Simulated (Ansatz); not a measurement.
# ZrC: LAPW beside PAW, part 1 of 2

The same cell of ZrC is computed with all-electron LAPW, PAW on the default files and all-electron PAW on datasets made for the crystal, to set the results side by side.

Method: DFT PBE, scalar-relativistic, in Ansatz 0.2.0.

## Step 1: The structure to begin with

Symmetry: Fm-3m, No. 225, cubic system. The conventional cell has a = 4.700 Å, b = 4.700 Å, c = 4.700 Å, α = 90.00°, β = 90.00°, γ = 90.00°. Around Zr (site symmetry m-3m) lie 6 C at 2.35 Å. Around C (site symmetry m-3m) lie 6 Zr at 2.35 Å.

Coordinates:

```xyz
2
Lattice="0.0000 2.3502 2.3502 2.3502 0.0000 2.3502 2.3502 2.3502 0.0000" Properties=species:S:1:pos:R:3 pbc="T T T"
Zr    2.3502    2.3502    2.3502
C     0.0000    0.0000    0.0000
```

The structure is an experimental refinement, used without relaxation.

Atoms are numbered in the order of the input: Zr1, C2.

## Step 2: All-electron LAPW

Contents of input.yaml:

```yaml
crystal:
  lattice:
    - [0.0, 2.35021, 2.35021]
    - [2.35021, 0.0, 2.35021]
    - [2.35021, 2.35021, 0.0]
  atoms:
    - { symbol: Zr, position: [0.5, 0.5, 0.5] }
    - { symbol: C, position: [0.0, 0.0, 0.0] }
kpoints:
  mp_grid: { grid: [15, 15, 15] }
  band_path:
    path:
      - [0.0, 0.0, 0.0]
      - [0.5, 0.0, 0.5]
      - [0.625, 0.25, 0.625]
      - [0.375, 0.375, 0.75]
      - [0.0, 0.0, 0.0]
      - [0.5, 0.5, 0.5]
      - [0.5, 0.25, 0.75]
      - [0.5, 0.0, 0.5]
    npoints: 14
scf:
  occupations: { method: fermi_dirac, width: 0.05 }
hamiltonian:
  xc: pbe
  pseudopotentials: { kind: all_electron, lapw: { basis_error: 0.00025 } }
output:
  forces: true
  stress: true
  eigenvalues: true
  populations: true
  dos: { projected: true, de: 0.2, e_range: [-14, 8] }
```

Run with:

```console
$ ansatz run input.yaml --threads 1 --pin off --max-ram 3072MiB --backend cpu --events-out ev --progress --plain --runs-dir out
```

The log of the run:

```text
Zr: projections on atomic orbitals take those of the free atom 1s2 2s2 2p6 3s2 3p6 3d10 4s2 4p6 4d2 5s2, of charge +0.00 (hamiltonian.pseudopotentials.projection_atoms)
C: projections on atomic orbitals take those of the free atom 1s2 2s2 2p2, of charge +0.00 (hamiltonian.pseudopotentials.projection_atoms)
LAPW: plane waves up to 8.854 Å⁻¹, error target 2.5e-4 eV per atom; small_component_spin mean_spin; C in spheres of 1.053 Å, 6 of its electrons in bands, Dirac shells []; Zr in spheres of 1.298 Å, 30 of its electrons in bands, Dirac shells []
Engine: ansatz 0.2.0
Pseudopotentials: kind: all_electron
Pseudopotential: Zr, LAPW, valence charge 30, Koelling and Harmon's equation, gaussian nucleus
Pseudopotential: C, LAPW, valence charge 6, Koelling and Harmon's equation, gaussian nucleus
Functional definition: PBE
  parameter kappa = 0.804
  parameter beta = 0.06672455060314922
  exchange = pbe_x(kappa = kappa, mu = beta*pi^2/3)
  correlation = pbe_c(beta = beta)
Crystal: 2 atoms, lattice volume = 25.963 Å³
Basis set: ecut = 298.705519344069 eV, 307 PW (Γ), exchange–correlation at level 2
Bands: 22, of which v1, the nominal top of the filled ones, is band 18 counted from 1 (17 counted from 0)
Symmetry: 48 space group operations
Space group: Fm-3m (ITA 225), of the structure as read, at distance tolerance 3.0e-5 Å
k-points: 120 of 3375
Non-local potential: Zr, projectors of the file, none
Non-local potential: C, projectors of the file, none
Initial density: superposition of atomic densities (chi_scale 0.1, normalization cell, long waves kept (reshape's long-wave potential 0.00 eV rms))
Initial wavefunctions: plane waves of lowest kinetic energy (no species holds an atomic orbital)
Functional: x = pbe(κ = 0.804, μ = 0.2195149727645171), c = pbe(β = 0.06672455060314922)
iter 1 solved again at ethr=1.54e-2 eV; its pass at ethr=1.00e-1 eV (dr2=5.53e0 eV) is discarded
SCF iter   1: F=—  HF=-98967.565097 eV  |F-HF|=—  |Δ(HF+E_count)|=         —  Δρ=1.22e-1  dr2=5.53e0  ethr=1.54e-2  ⟨swp⟩=2.0  Hψ=17294  notcnv=0
preconditioner: auto → Kerker (q_TF=auto, 2.881 Å⁻¹)  [metal: Δε(μ)=0.091 eV  Ē_g=18.294 eV  σ=0.050 eV  W_gap=0.36  n_scr=14 (ndim 8)  ℏωp=27.3 eV  f_vac=0.000  D(μ)=0.08/eV (n_scr^D=0)]
iter 2 solved again at ethr=1.90e-4 eV; its pass at ethr=1.54e-2 eV (dr2=6.85e-2 eV) is discarded
SCF iter   2: F=—  HF=-98965.691492 eV  |F-HF|=—  |Δ(HF+E_count)|=    1.87e0  Δρ=1.91e-2  dr2=6.82e-2  ethr=1.90e-4  ⟨swp⟩=2.0  Hψ=13315  notcnv=0
SCF iter   3: F=—  HF=-98965.702753 eV  |F-HF|=—  |Δ(HF+E_count)|=         —  Δρ=2.55e-2  dr2=2.53e-1  ethr=1.89e-4  ⟨swp⟩=3.0  Hψ=8875  notcnv=0
the basis was enlarged: its passes take 366.3 KiB over the memory plan, 1 of 1 planned eigensolver slots
SCF iter   4: F=—  HF=-98965.696637 eV  |F-HF|=—  |Δ(HF+E_count)|=   6.12e-3  Δρ=3.23e-3  dr2=9.27e-4  ethr=1.89e-4  ⟨swp⟩=2.0  Hψ=8571  notcnv=0
SCF iter   5: F=—  HF=-98965.694547 eV  |F-HF|=—  |Δ(HF+E_count)|=   2.09e-3  Δρ=1.58e-3  dr2=3.60e-4  ethr=2.58e-6  ⟨swp⟩=3.0  Hψ=8372  notcnv=0
SCF iter   6: F=—  HF=-98965.694423 eV  |F-HF|=—  |Δ(HF+E_count)|=   1.24e-4  Δρ=5.21e-4  dr2=9.78e-5  ethr=1.00e-6  ⟨swp⟩=2.5  Hψ=8279  notcnv=0
SCF iter   7: F=—  HF=-98965.694400 eV  |F-HF|=—  |Δ(HF+E_count)|=   2.26e-5  Δρ=2.17e-4  dr2=1.54e-5  ethr=2.72e-7  ⟨swp⟩=2.0  Hψ=8175  notcnv=0
SCF iter   8: F=—  HF=-98965.694399 eV  |F-HF|=—  |Δ(HF+E_count)|=   1.45e-6  Δρ=7.32e-5  dr2=2.01e-6  ethr=4.26e-8  ⟨swp⟩=2.0  Hψ=8172  notcnv=0
SCF iter   9: F=—  HF=-98965.694398 eV  |F-HF|=—  |Δ(HF+E_count)|=   6.07e-7  Δρ=2.39e-5  dr2=1.88e-7  ethr=5.59e-9  ⟨swp⟩=2.0  Hψ=8172  notcnv=0
SCF iter  10: F=-98965.694398 eV  HF=-98965.694398 eV  |F-HF|=2.33e-10  |Δ(HF+E_count)|=   4.38e-8  Δρ=3.32e-6  dr2=2.80e-9  ethr=5.21e-10  ⟨swp⟩=2.0  Hψ=8172  notcnv=0
SCF 1 converged in 10 iterations: F = -98965.694398 eV  dr2 = 2.80e-9
NSCF: frozen V_eff on 99 k-points
SCF converged after 10 iterations
Free energy (F): -98965.694398 eV
Harris-Foulkes:  -98965.694398 eV  (|F-HF|=2.33e-10)
Internal energy: -98965.691852 eV  (E = F + TS)
E sigma→0 (E₀):  -98965.693125 eV
Entropy (-TS):   -0.002546 eV (-1.273 meV/atom)
Fermi energy:    16.508060 eV
--- Per-component energies (eV) ---
  E_band       = -4561.598343
  E_kinetic    = 102184.905253
  E_xc         = -3258.608265
  E_electrostatic = -197891.988840  (all electrons and nuclei)
  E_smearing   = -0.002546  (= −TS)
  E_closure    = 0.000000  (closes the sum)
  E_atoms      = -98947.444364  (free atoms, spherical and without spin; not in F)
  Σ components = -98965.694398   (vs F -98965.694398, Δ=0.00e0)
  Basis errors (estimates in eV, not in F): energy 9.1e-5 per atom: plane waves 8.0e-5 (4.5e-5 summed), levels above the bands 2.7e-28, relativity 2.0e-8, radial functions 1.1e-5, core shells 1.2e-13; eigenvalues (radial functions only) 5.0e-7; not estimated: angular momenta, meshes, grids; target (lapw.basis_error) 2.5e-4; muffin-tin radii C 1.053 Å, Zr 1.298 Å
--- Forces (eV/Å), atoms counted from 1 ---
  atom   1  Zr    -0.00000000     0.00000000     0.00000000
  atom   2  C     -0.00000000     0.00000000    -0.00000000
  max |Σ_I F_I| component: 3.78e-31 eV/Å
--- Stress (GPa, compression-positive) ---
        1.234907       0.000000       0.000000
        0.000000       1.234907      -0.000000
        0.000000      -0.000000       1.234907
  P = ⅓ Tr σ = 1.2349 GPa (12.349 kbar)
--- Band table (eV; the first three rows and the last of 120) ---
  k-point 0: bands = ["-381.4129", "-294.2940", "-294.2940", "-294.2940", "-248.0785", "-151.4600", "-151.4600", "-151.4600", "-151.4476", "-151.4476", "-31.5799", "-9.2935", "-9.2935", "-9.2935", "5.2093", "17.4516", "17.4516", "17.4516", "17.6117", "17.6117", "17.6117", "19.3287"]
  k-point 1: bands = ["-381.4129", "-294.2940", "-294.2940", "-294.2940", "-248.0785", "-151.4600", "-151.4600", "-151.4600", "-151.4476", "-151.4476", "-31.5756", "-9.3334", "-9.2970", "-9.2970", "5.3107", "16.6502", "16.8587", "16.8587", "17.8411", "17.8411", "18.1819", "19.9017"]
  k-point 2: bands = ["-381.4129", "-294.2940", "-294.2940", "-294.2940", "-248.0785", "-151.4600", "-151.4600", "-151.4600", "-151.4476", "-151.4476", "-31.5633", "-9.4444", "-9.3067", "-9.3067", "5.6033", "15.6271", "16.0263", "16.0263", "18.1616", "18.1616", "18.6223", "21.0296"]
  k-point 119: bands = ["-381.4129", "-294.2940", "-294.2940", "-294.2940", "-248.0785", "-151.4600", "-151.4600", "-151.4600", "-151.4476", "-151.4476", "-31.4453", "-9.8245", "-9.7941", "-9.5857", "7.0784", "13.7272", "14.1796", "14.2826", "19.4990", "20.0859", "22.1761", "23.6028"]
--- Löwdin populations: 2 sites ---
  site symbol       q [e]
     0     Zr     39.2178
     1      C      6.7455
  spilling = 0.000798 (of n_electrons = 46.000000)
```

It took 24 s on 1 thread of Intel Xeon Platinum 8488C (Sapphire Rapids), shared host; peak memory 0.49 GiB.

Result: pressure 1.23 GPa; no gap.

At the corners of the path (eV, zero at the Fermi level):

```csv
point,band 15,band 16,band 17,band 18,band 19,band 20,band 21
Γ,-11.30,0.94,0.94,0.94,1.10,1.10,1.10
X,-10.13,-2.05,-1.75,0.07,0.07,4.46,5.67
U,-9.51,-3.03,-2.27,-1.56,1.51,4.89,5.40
K,-9.51,-3.03,-2.27,-1.56,1.51,4.89,5.40
Γ,-11.30,0.94,0.94,0.94,1.10,1.10,1.10
L,-8.22,-5.29,-2.92,-2.92,4.51,4.51,5.34
W,-9.44,-2.63,-2.33,-2.33,3.29,3.29,5.68
X,-10.13,-2.05,-1.75,0.07,0.07,4.46,5.67
```

States per cell, counted by energy window (eV from the Fermi level, on a grid of 0.20 eV):

```csv
from,to,total,Zr 4d,C 2p,C 2s
-10,-9,1.29,0.33,0.01,0.77
-9,-8,0.53,0.09,0.00,0.39
-8,-7,0.00,0.00,0.00,0.00
-7,-6,0.00,0.00,0.00,0.00
-6,-5,0.01,0.00,0.00,0.00
-5,-4,0.43,0.16,0.20,0.01
-4,-3,1.00,0.33,0.53,0.02
-3,-2,2.62,1.05,1.44,0.03
-2,-1,1.44,0.66,0.73,0.01
-1,0,0.47,0.16,0.30,0.00
0,1,0.33,0.15,0.17,0.00
1,2,0.59,0.40,0.16,0.01
2,3,0.81,0.59,0.18,0.01
3,4,1.09,0.85,0.18,0.02
4,5,1.83,1.52,0.24,0.02
```

## Step 3: PAW on the default files

Edit input.yaml of step 2 so:

```diff
@@ -25,3 +25,3 @@
   xc: pbe
-  pseudopotentials: { kind: all_electron, lapw: { basis_error: 0.00025 } }
+  pseudopotentials: { kind: paw }
 output:
@@ -30,3 +30,9 @@
   eigenvalues: true
+  efg: { contact_densities: true }
   populations: true
+  bader: true
   dos: { projected: true, de: 0.2, e_range: [-14, 8] }
+  write_density: true
+  write_potential: true
+  elf: true
+  volumetric_format: npy
```

Run with:

```console
$ ansatz run input.yaml --threads 1 --pin off --max-ram 3072MiB --backend cpu --events-out ev --progress --plain --runs-dir out
```

The log of the run:

```text
Zr: output.efg is read without spin–orbit coupling, which moves field gradients at and beside such atoms by some per cent and up to a factor of two; PAW files take it under magnetization.noncollinear and magnetization.spin_orbit
[... 1 set-up line as earlier in the session ...]
Pseudopotentials: kind: paw
Pseudopotential: Zr, paw, valence charge 12, recommended cutoff 420 eV (normal)
Pseudopotential: C, paw, valence charge 4, recommended cutoff 420 eV (normal)
[... 5 set-up lines as earlier in the session ...]
Crystal: 2 atoms, lattice volume = 25.963 Å³
Basis set: ecut = 420 eV, 531 PW (Γ), exchange–correlation on 48×48×48 points (8 copies of the dense FFT grid, shifted against one another)
Bands: 12, of which v1, the nominal top of the filled ones, is band 8 counted from 1 (7 counted from 0)
[... 2 set-up lines as earlier in the session ...]
k-points: 120 of 3375
Non-local potential: Zr, projectors of the file, l = 0: 3, l = 1: 2, l = 2: 2, l = 3: 2
Non-local potential: C, projectors of the file, l = 0: 2, l = 1: 2, l = 2: 1
PAW form: soft (Blöchl's): semilocal exchange-correlation on the pseudo side does not see the compensation charge
PAW one-centre angular grid: Zr, 590 points (default); XC on 64 Gauss nodes
PAW one-centre angular grid: C, 110 points (default); XC on 64 Gauss nodes
Initial density: superposition of atomic densities (neutral atoms: chi_scale 0, normalization atom), corrected by the library's trained network
Initial wavefunctions: pseudopotential atomic-orbital guess
[... 1 set-up line as earlier in the session ...]
SCF iter   1: F=—  HF=-4436.496728 eV  |F-HF|=—  |Δ(HF+E_count)|=         —  Δρ=1.34e-3  dr2=4.23e-4  ethr=1.77e-3  ⟨swp⟩=5.0  Hψ=7249  notcnv=0
preconditioner: auto → none  [metal: Δε(μ)=0.021 eV  Ē_g=18.001 eV  σ=0.050 eV  W_gap=0.10  n_scr=8 (ndim 8)  ℏωp=27.3 eV  f_vac=0.000  D(μ)=0.31/eV (n_scr^D=0)  sad-step TF]
SCF iter   2: F=—  HF=-4436.496391 eV  |F-HF|=—  |Δ(HF+E_count)|=   3.37e-4  Δρ=7.59e-4  dr2=1.50e-4  ethr=2.64e-6  ⟨swp⟩=2.2  Hψ=3202  notcnv=0
SCF iter   3: F=—  HF=-4436.496393 eV  |F-HF|=—  |Δ(HF+E_count)|=   2.13e-6  Δρ=2.47e-4  dr2=1.33e-5  ethr=9.36e-7  ⟨swp⟩=2.0  Hψ=1857  notcnv=0
SCF iter   4: F=—  HF=-4436.496386 eV  |F-HF|=—  |Δ(HF+E_count)|=   6.46e-6  Δρ=8.40e-5  dr2=1.54e-6  ethr=8.33e-8  ⟨swp⟩=2.1  Hψ=2309  notcnv=0
iter 5 did not close the SCF: its close was put off for the readings that it lacked (scf_convergence_deferred on its scf_iter line)
SCF iter   5: F=-4436.496386 eV  HF=-4436.496386 eV  |F-HF|=6.62e-9  |Δ(HF+E_count)|=   5.68e-7  Δρ=8.61e-6  dr2=6.74e-9  ethr=9.65e-9  ⟨swp⟩=2.0  Hψ=2378  notcnv=0
SCF iter   6: F=-4436.496386 eV  HF=-4436.496386 eV  |F-HF|=1.85e-9  |Δ(HF+E_count)|=   9.25e-9  Δρ=3.93e-6  dr2=2.51e-9  ethr=4.21e-11  ⟨swp⟩=5.1  Hψ=7570  notcnv=0
SCF 1 converged in 6 iterations: F = -4436.496386 eV  dr2 = 2.51e-9
NSCF: frozen V_eff on 99 k-points
SCF converged after 6 iterations
Free energy (F): -4436.496386 eV
Harris-Foulkes:  -4436.496386 eV  (|F-HF|=1.85e-9)
Internal energy: -4436.493843 eV  (E = F + TS)
E sigma→0 (E₀):  -4436.495114 eV
Entropy (-TS):   -0.002543 eV (-1.272 meV/atom)
Fermi energy:    14.855939 eV
--- Per-component energies (eV) ---
  E_band       = -48.742437
  E_kinetic    = 422.574085
  E_local      = -594.754527  (includes V_loc(G=0)·N_el)
  E_nonlocal   = 104.413949
  E_hartree    = 178.626724
  E_xc         = -211.450801
  E_vxc        = -252.800537  (∫ρ·V_xc dr)
  E_paw        = -3052.010398  (= ΣΔE_a)
  E_vpaw       = -85.427786  (= ΣTr[D̂ρ^β])
  E_aug_tail   = 0.000033  (compensation charges beyond the density's cutoff)
  E_ewald      = -1283.892908
  E_smearing   = -0.002543  (= −TS)
  E_closure    = 0.000000  (closes the sum)
  Σ components = -4436.496386   (vs F -4436.496386, Δ=0.00e0)
--- Forces (eV/Å), atoms counted from 1 ---
  atom   1  Zr     0.00000000    -0.00000000     0.00000000
  atom   2  C     -0.00000000     0.00000000    -0.00000000
  max |Σ_I F_I| component: 3.86e-29 eV/Å
--- Stress (GPa, compression-positive) ---
        1.172165      -0.000000      -0.000000
        0.000000       1.172165       0.000000
        0.000000      -0.000000       1.172165
  P = ⅓ Tr σ = 1.1722 GPa (11.722 kbar)
--- PAW observables at the nuclei: V_zz in 10²¹ V/m², potentials from the cell's mean, atoms counted from 1 ---
  atom   1  Zr V_zz =    +0.000000   η = 0.0000   by run symmetry: forbidden
            electrostatic potential = -5929.901911 V   contact ρ = 490519.882135 e/Å³
  atom   2  C  V_zz =    +0.000000   η = 0.0000   by run symmetry: forbidden
            electrostatic potential = -423.615844 V   contact ρ = 869.778021 e/Å³
--- Band table (eV; the first three rows and the last of 120) ---
  k-point 0: bands = ["-33.2328", "-10.9456", "-10.9456", "-10.9456", "3.5564", "15.7990", "15.7990", "15.7990", "15.9600", "15.9600", "15.9600", "17.6775"]
  k-point 1: bands = ["-33.2285", "-10.9855", "-10.9491", "-10.9491", "3.6578", "14.9977", "15.2062", "15.2062", "16.1892", "16.1892", "16.5298", "18.2503"]
  k-point 2: bands = ["-33.2162", "-11.0966", "-10.9588", "-10.9588", "3.9505", "13.9748", "14.3737", "14.3737", "16.5096", "16.5096", "16.9704", "19.3781"]
  k-point 119: bands = ["-33.0981", "-11.4766", "-11.4462", "-11.2377", "5.4248", "12.0740", "12.5270", "12.6298", "17.8470", "18.4336", "20.5222", "21.9491"]
--- Löwdin populations: 2 sites ---
  site symbol       q [e]
     0     Zr     11.2280
     1      C      4.7291
  spilling = 0.002682 (of n_electrons = 16.000000)
--- Bader charges: 2 sites ---
  site symbol  charge [e]  shift [e]
     0     Zr      1.8900     0.0012
     1      C     -1.8900     0.0012
  estimated error of the sums over rays = 7.8e-4 e
```

Wall time 14 s (1 thread of Intel Xeon Platinum 8488C (Sapphire Rapids), shared host); peak memory 0.42 GiB.

Read from it: pressure 1.17 GPa; no gap.

```csv
atom,Bader charge (e),basin volume (Å³)
Zr1,+1.89,11.81
C2,-1.89,14.15
```

The fields are shown in the conventional cell of this run's space group, carried over from its grid by interpolation.

Density in a lattice plane of the grid's cell (edges 4.70 and 4.70 Å, at 0.000 of the third edge), which holds Zr and C.

Values in e/Å³, 12 rows by 12 columns:
```
1.59 1.25 0.58 0.35 1.06 3.45 4.14 3.44 1.05 0.35 0.58 1.25
0.75 0.58 0.33 0.21 0.34 1.06 1.67 1.05 0.34 0.21 0.33 0.58
0.45 0.35 0.21 0.17 0.21 0.35 0.45 0.35 0.21 0.17 0.21 0.35
1.67 1.06 0.34 0.21 0.33 0.58 0.75 0.58 0.33 0.21 0.34 1.05
4.14 3.45 1.06 0.35 0.58 1.25 1.59 1.25 0.58 0.35 1.05 3.44
2.73 4.14 1.67 0.45 0.75 1.59 1.64 1.59 0.75 0.45 1.67 4.14
4.14 3.44 1.05 0.35 0.58 1.25 1.59 1.25 0.58 0.35 1.06 3.45
1.67 1.05 0.34 0.21 0.33 0.58 0.75 0.58 0.33 0.21 0.34 1.06
0.45 0.35 0.21 0.17 0.21 0.35 0.45 0.35 0.21 0.17 0.21 0.35
0.75 0.58 0.33 0.21 0.34 1.05 1.67 1.06 0.34 0.21 0.33 0.58
1.59 1.25 0.58 0.35 1.05 3.44 4.14 3.45 1.06 0.35 0.58 1.25
1.64 1.59 0.75 0.45 1.67 4.14 2.73 4.14 1.67 0.45 0.75 1.59
```
Columns run along the first of these edges and rows up along the second, over one cell in 12 and 12 even steps from the bottom left corner. Atoms in the plane (fractional): Zr at (0.00, 0.50), Zr at (0.50, 0.00), C at (0.00, 0.00), C at (0.50, 0.50).

ELF in the same plane.

Ten even steps from ' ' (0.01) to '@' (0.81):
```
::--##@@@@**::--%%@@%%++--++@@@@%%--::**@@@@##==
##%%@@@@@@**::::++%%@@@@%%@@@@%%++::::**@@@@@@%%
@@@@@@@@%%++::..::++##@@@@@@##++::..::++%%@@@@@@
##******++--::....::--==++==--::....::--++****##
::::::::::::::::::::::::::::::::::::::::::::::::
++==--::....::--++******####****++--::....::--==
@@@@##++::..::++%%@@@@@@@@@@@@@@%%++::..::++##@@
%%@@@@%%++::::**@@@@@@%%##%%@@@@@@**::::++%%@@@@
--++%%@@%%--::**@@@@##--::==##@@@@**::--%%@@@@++
  ::##@@%%==::**@@@@**..  ..**@@@@**::==%%@@##::
--++@@@@%%--::**@@@@##==::--##@@@@**::--%%@@%%++
%%@@@@%%++::::**@@@@@@%%##%%@@@@@@**::::++%%@@@@
@@@@##++::..::++%%@@@@@@@@@@@@@@%%++::..::++##@@
++==--::....::--++****####******++--::....::--==
::::::::::::::::::::::::::::::::::::::::::::::::
####****++--::....::--==++==--::....::--++******
@@@@@@@@%%++::..::++##@@@@@@##++::..::++%%@@@@@@
##%%@@@@@@**::::++%%@@@@%%@@@@%%++::::**@@@@@@%%
::==##@@@@**::--%%@@@@++--++%%@@%%--::**@@@@##--
  ..**@@@@**::==%%@@##::  ::##@@%%==::**@@@@**..
```
Columns run along the first of these edges and rows up along the second, over one cell in 24 and 20 even steps from the bottom left corner. Atoms in the plane (fractional): Zr at (0.00, 0.50), Zr at (0.50, 0.00), C at (0.00, 0.00), C at (0.50, 0.50).

Both are smooth fields of the valence electrons: close to the nuclei they are not physical.

Outside the cores ELF peaks at 0.80 in the shell around C, 0.8 Å from C.

(Continued in part 2 of 2.)
